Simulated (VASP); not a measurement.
# Tl (P6_3/mmc) in VASP: notebook, part 2 of 2

VASP 6.6.1. The steps go on from the part before.

### Step 4. Single point, PBEsol

The input, INCAR:

```
PREC = Accurate ; ENCUT = 450
EDIFF = 1E-6 ; ISMEAR = 1
SIGMA = 0.4 ; LREAL = F
LASPH = T ; NELM = 100
ALGO = Normal ; ISIF = 2
LWAVE = F ; LCHARG = F
GGA = PS ; NBANDS = 20
ADDGRID = F
```

The input, KPOINTS:

```
Automatic mesh
0
Gamma
  10 10 5
```

The input, POSCAR:

```
Tl
1.0
    3.4560000000      0.0000000000      0.0000000000
   -1.7280000000      2.9929837955      0.0000000000
    0.0000000000      0.0000000000      5.5250000000
Tl
2
Direct
    0.6666666667      0.3333333333      0.7500000000
    0.3333333333      0.6666666667      0.2500000000
```

Potentials or basis: VASP PAW PBE potentials, release 64 (Tl_d).

The run is started by

```console
cat potpaw_PBE.64/Tl_d/POTCAR > POTCAR
mpirun -np 1 vasp_std > vasp.out
```

OUTCAR:

```text
PREC = Accurate
   ENCUT = 450
   EDIFF = 1E-6
   ISMEAR = 1
   LREAL = F
   LASPH = T
   NELM = 100
   ISIF = 2
   GGA = PS

 Found     42 irreducible k-points:

 Following reciprocal coordinates:
            Coordinates               Weight
  0.000000  0.000000  0.000000      1.000000
  0.100000 -0.000000  0.000000      6.000000
  0.200000 -0.000000  0.000000      6.000000
  0.300000 -0.000000  0.000000      6.000000
  0.400000  0.000000  0.000000      6.000000
  0.500000  0.000000  0.000000      3.000000
   k-points           NKPTS =     42   k-points in BZ     NKDIM =     42   number of bands    NBANDS=     20
   number of dos      NEDOS =    301   number of ions     NIONS =      2
   total plane-waves  NPLWV =  23040
   dimension x,y,z NGX =    24 NGY =   24 NGZ =   40
   dimension x,y,z NGXF=    48 NGYF=   48 NGZF=   80
   ions per type =               2
   NGX,Y,Z   is equivalent  to a cutoff of  11.54, 11.54, 12.04 a.u.
   NGXF,Y,Z  is equivalent  to a cutoff of  23.09, 23.09, 24.07 a.u.
 SYSTEM =  unknown system
   PREC   = accura    normal or accurate (medium, high low for compatibility)
   ISTART =      0    job   : 0-new  1-cont  2-samecut
   ICHARG =      2    charge: 1-file 2-atom 10-const
   ISPIN  =      1    spin polarized calculation?
   LNONCOLLINEAR =      F non collinear calculations
   LSORBIT =      F    spin-orbit coupling
   LASPH  =      T    aspherical Exc in radial PAW
   ENCUT  =  450.0 eV  33.07 Ry    5.75 a.u.   5.98  5.98  9.56*2*pi/ulx,y,z
   NELM   =    100;   NELMIN=  2; NELMDL= -5     # of ELM steps
   EDIFF  = 0.1E-05   stopping-criterion for ELM
   LREAL  =      F    real-space projection
   EDIFFG = 0.1E-04   stopping-criterion for IOM
   NSW    =      0    number of steps for IOM
   IBRION =     -1    ionic relax: 0-MD 1-quasi-New 2-CG
   NFREE  =      0    steps in history (QN), initial steepest desc. (CG)
   ISIF   =      2    stress and relaxation
   ISYM   =      2    0-nonsym 1-usesym 2-fastsym
   POTIM  = 0.5000    time-step for ionic-motion
   TEBEG  =    0.0;   TEEND  =   0.0 temperature during run
   PSTRESS=    0.0 pullay stress
   NELECT =      26.0000    total number of electrons
   NUPDOWN=      -1.0000    fix difference up-down
   EMIN   =  10.00;   EMAX   =-10.00  energy-range for DOS
   EFERMI =   0.00;   METHOD = LEGACY
   ISMEAR =     1;   SIGMA  =   0.40  broadening in eV -4-tet -1-fermi 0-gaus
   EFERMI_NEDOS =   21; number of points for ismear=-14 and -15
   IALGO  =     38    algorithm
   IMIX   =      4    mixing-type and parameters
     AMIX     =   0.40;   BMIX     =  1.00
     AMIX_MAG =   1.60;   BMIX_MAG =  1.00
  volume/ion in A,a.u.               =      28.57       192.83
  Fermi-wavevector in a.u.,A,eV,Ry     =   1.259107  2.379366 21.569987  1.585349
  Thomas-Fermi vector in A             =   2.392683
   LORBIT       =      0    0 simple, 1 ext, 2 COOP (PROOUT), +10 PAW based schemes
   GGA     = PS    functional components
   LHFCALC =     F    Hartree Fock is set to
   AEXX    =    0.0000 exact exchange contribution
   IVDW    =     0    specifies the selected vdW correction
   LEPSILON=     F    determine dielectric tensor
   LRPA    =     F    only Hartree local field effects (RPA)
 non-spin polarized calculation
 Methfessel and Paxton  Order N= 1 SIGMA  =   0.40
  energy-cutoff  :      450.00
  volume of cell :       57.15
 maximum number of plane-waves:      1257
 NGX is ok and might be reduce to    24
   NGX = 11   NGY = 11   NGZ = 19

 number of electron      25.9999996 magnetization

 Free energy of the ion-electron system (eV)
  ---------------------------------------------------
  ext. energy  EPLUGINS =         0.00000000
  ---------------------------------------------------
  free energy    TOTEN  =        -5.24829394 eV

  energy without entropy =       -5.24032632  energy(sigma->0) =       -5.24563807

 E-fermi :   6.3257     XC(G=0): -10.3696

 val. band max:        6.3022064210   @ k =   0.2000   0.2000   0.2000
 cond. band min:       6.3301034969   @ k =   0.2000   0.1000   0.2000
 fundamental gap:      0.0278970759
 Fermi energy:         6.3256816114

 k-point     1 :       0.0000    0.0000    0.0000
  band No.  band energies     occupation
      1      -5.3525      2.00000
      2      -5.1152      2.00000
      3      -5.1007      2.00000
      4      -5.1007      2.00000
      5      -5.0466      2.00000
      6      -5.0466      2.00000
[... 12 lines left out ...]
     19      17.1987      0.00000
     20      17.3077      0.00000

 k-point     2 :       0.1000   -0.0000    0.0000
  band No.  band energies     occupation
      1      -5.3205      2.00000
      2      -5.1546      2.00000
      3      -5.0580      2.00000
      4      -5.0580      2.00000
      5      -5.0420      2.00000
      6      -5.0066      2.00000
[... 12 lines left out ...]
     19      17.1654      0.00000
     20      18.0351      0.00000

 k-point     3 :       0.2000   -0.0000    0.0000
  band No.  band energies     occupation
      1      -5.3156      2.00000
      2      -5.1520      2.00000
      3      -5.0785      2.00000
      4      -5.0660      2.00000
      5      -5.0448      2.00000
      6      -4.9512      2.00000
[... 12 lines left out ...]
     19      16.5189      0.00000
     20      17.8840      0.00000

 k-point     4 :       0.3000   -0.0000    0.0000
  band No.  band energies     occupation
      1      -5.3859      2.00000
      2      -5.1864      2.00000
      3      -5.1776      2.00000
      4      -5.0969      2.00000
      5      -5.0003      2.00000
      6      -4.8548      2.00000
[... 12 lines left out ...]
     19      15.5908      0.00000
     20      16.9449      0.00000

 k-point     5 :       0.4000    0.0000    0.0000
  band No.  band energies     occupation
      1      -5.4494      2.00000
      2      -5.2803      2.00000
      3      -5.2250      2.00000
      4      -5.1359      2.00000
      5      -4.9337      2.00000
      6      -4.9071      2.00000
[... 12 lines left out ...]
     19      14.8676      0.00000
     20      16.3631      0.00000

 k-point     6 :       0.5000    0.0000    0.0000
  band No.  band energies     occupation
      1      -5.4738      2.00000
      2      -5.3167      2.00000
      3      -5.2445      2.00000
      4      -5.1502      2.00000
      5      -4.9247      2.00000
      6      -4.9097      2.00000
[... 12 lines left out ...]
     19      14.6060      0.00000
     20      16.1672      0.00000

 [... further k-points ...]
[... 5 lines left out ...]
  --------------------------------------------------------------------------------------
  -------------------------------------------------------------------------------------
  Total       -0.0595531     -0.0595531      0.3159481      0.0000000     -0.0000000      0.0000000
  in kB       -1.6695702     -1.6695702      8.8575964      0.0000000     -0.0000000      0.0000000
  external PRESSURE =       1.8394853 kB  Pullay stress =       0.0000000 kB

 VOLUME and BASIS-vectors are now :
 -----------------------------------------------------------------------------
  energy-cutoff  :      450.00
  volume of cell :       57.15
      direct lattice vectors                 reciprocal lattice vectors
     3.456000000  0.000000000  0.000000000     0.289351852  0.167057370  0.000000000
    -1.728000000  2.992983795  0.000000000     0.000000000  0.334114739  0.000000000
     0.000000000  0.000000000  5.525000000     0.000000000  0.000000000  0.180995475

 POSITION                                       TOTAL-FORCE (eV/Angst)
 -----------------------------------------------------------------------------------
      1.72800      0.99766      4.14375         0.000000      0.000000      0.000000
     -0.00000      1.99532      1.38125        -0.000000     -0.000000      0.000000
 -----------------------------------------------------------------------------------
    total drift:                               -0.000000      0.000000     -0.000000

  FREE ENERGIE OF THE ION-ELECTRON SYSTEM (eV)
  ---------------------------------------------------
  free  energy   TOTEN  =        -5.2482939373 eV

  energy  without entropy=       -5.2403263248  energy(sigma->0) =       -5.24563807
```

OSZICAR:

```text
N       E                     dE             d eps       ncg     rms          rms(c)
DAV:   1     0.122523323987E+03    0.12252E+03   -0.13121E+04  1680   0.110E+03
DAV:   2    -0.287199308134E+01   -0.12540E+03   -0.12267E+03  1844   0.259E+02
DAV:   3    -0.530827315572E+01   -0.24363E+01   -0.24278E+01  1964   0.321E+01
DAV:   4    -0.532289834656E+01   -0.14625E-01   -0.14624E-01  1784   0.272E+00
DAV:   5    -0.532309685911E+01   -0.19851E-03   -0.19851E-03  1884   0.312E-01    0.305E+00
DAV:   6    -0.526008500648E+01    0.63012E-01   -0.10797E-01  1772   0.255E+00    0.215E+00
DAV:   7    -0.524914397798E+01    0.10941E-01   -0.40333E-02  1812   0.155E+00    0.838E-01
DAV:   8    -0.524829015721E+01    0.85382E-03   -0.25714E-03  1760   0.384E-01    0.476E-02
DAV:   9    -0.524829192474E+01   -0.17675E-05   -0.16328E-05  1904   0.346E-02    0.134E-02
DAV:  10    -0.524829385734E+01   -0.19326E-05   -0.22406E-06  1424   0.130E-02    0.129E-03
DAV:  11    -0.524829393734E+01   -0.80006E-07   -0.31535E-07   912   0.442E-03
   1 F= -.52482939E+01 E0= -.52456381E+01  d E =-.796761E-02
```

stdout:

```text
POSCAR found type information on POSCAR Tl
 POSCAR found :  1 types and       2 ions
 scaLAPACK will be used
 -----------------------------------------------------------------------------
|                                                                             |
|                                                                             |
|     You enforced a specific xc type in the INCAR file but a different       |
|     I HOPE YOU KNOW WHAT YOU ARE DOING!                                     |
|                                                                             |
 -----------------------------------------------------------------------------

 LDA part: xc-table for (Slater+PW92), standard interpolation
 POSCAR, INCAR and KPOINTS ok, starting setup
 FFT: planning ... GRIDC
 FFT: planning ... GRID_SOFT
 FFT: planning ... GRID
 WAVECAR not read
 entering main loop
```

Wall time 12 s (1 thread of Intel Xeon Platinum 8488C (Sapphire Rapids), shared host); peak memory 0.17 GiB.

These settings aren't checked as converged: the numbers below hold their error.

Results:

```
Free energy            : -5.2483 eV
Pressure               : 0.2 GPa
Band gap on the k mesh : none (metal or under the smearing width)
```

Caveat: the PAW data sets were made with another functional, which shifts forces and pressure a little.

### Step 5. Single point, PBEsol

Edit INCAR of step 4 so:

```diff
@@ -2,3 +2,3 @@
 EDIFF = 1E-6 ; ISMEAR = 1
-SIGMA = 0.4 ; LREAL = F
+SIGMA = 0.2 ; LREAL = F
 LASPH = T ; NELM = 100
```

KPOINTS is that of step 4.

POSCAR is that of step 4.

The run is started by

```console
cat potpaw_PBE.64/Tl_d/POTCAR > POTCAR
mpirun -np 1 vasp_std > vasp.out
```

Wall time 12 s (1 thread of Intel Xeon Platinum 8488C (Sapphire Rapids), shared host); peak memory 0.17 GiB.

The run converged, but some of its settings lie outside the range that counts as converged, so its numbers aren't taken as properties of the crystal.

What came out:

- Free energy: -5.2451 eV
- Pressure: 0.2 GPa
- Band gap on the k mesh: none (metal or under the smearing width)

Caveat: the PAW data sets were made with another functional, which shifts forces and pressure a little.

### Step 6. Single point, PBEsol

Edit INCAR of step 5 so:

```diff
@@ -2,3 +2,3 @@
 EDIFF = 1E-6 ; ISMEAR = 1
-SIGMA = 0.2 ; LREAL = F
+SIGMA = 0.05 ; LREAL = F
 LASPH = T ; NELM = 100
```

KPOINTS is that of step 5.

POSCAR is that of step 5.

Potentials or basis: VASP PAW PBE potentials, release 64 (Tl_d).

The run is started by

```console
cat potpaw_PBE.64/Tl_d/POTCAR > POTCAR
mpirun -np 1 vasp_std > vasp.out
```

Run time: 12 s. Hardware: 1 thread of Intel Xeon Platinum 8488C (Sapphire Rapids), shared host; peak memory 0.16 GiB.

The run converged, but some of its settings lie outside the range that counts as converged, so its numbers aren't taken as properties of the crystal.

What came out:

```
Free energy            : -5.2436 eV
Pressure               : 0.2 GPa
Band gap on the k mesh : none (metal or under the smearing width)
```

Caveat: the PAW data sets were made with another functional, which shifts forces and pressure a little.
